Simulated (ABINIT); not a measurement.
The system is Al.

```
Al
1.0
     2.81246    0.00000    0.00000
    -1.40623    2.43566    0.00000
     0.00000    0.00000    4.86685
Al
2
Direct
  0.33333 0.66667 0.25000
  0.66667 0.33333 0.75000
```

This isn't the form of Al at room conditions, which is fcc.

```yaml
Program: ABINIT 10.8.3 (patched build)
Task: relaxation of cell and atoms
Functional: PBE
Dispersion: D4
Potentials_or_basis: JTH PAW PBE v2.0
Cutoff: 408 eV
k_mesh: 11 × 11 × 6
Occupations: fermi-dirac, width 0.05 eV
Spin: no spin polarisation
```

At the start: pressure -3.0 GPa; volume 16.67 Å³/atom.

Task: Where does the relaxation end?

Result: Over 6 steps the energy falls by 17.6 meV/atom and the volume is 15.92 Å³/atom (-4.5 %); space group P6_3/mmc (No. 194, to 0.05 Å).

The path:
```
step  energy change (eV)  largest force (eV/Å)  pressure (GPa)  volume (Å³)
   1              0.0000                0.0000           -3.05        33.34
   2             -0.0060                0.0000           -2.61        33.11
   3             -0.0301                0.0000            0.98        31.57
   4             -0.0317                0.0000            1.26        31.46
   5             -0.0346                0.0000            0.85        31.59
   6             -0.0353                0.0000            0.16        31.84
```

Final structure:
```xyz
2
Lattice="2.8124 0.0000 0.0000 -1.4062 2.4356 0.0000 0.0000 0.0000 4.6489" Properties=species:S:1:pos:R:3 pbc="T T T"
Al    0.0000    1.6237    1.1622
Al    1.4062    0.8119    3.4867
```

Caveat: the log and the count of SCF iterations are those of the last ABINIT call alone; pairwise dispersion overbinds metals, which lowers pressure and volume.
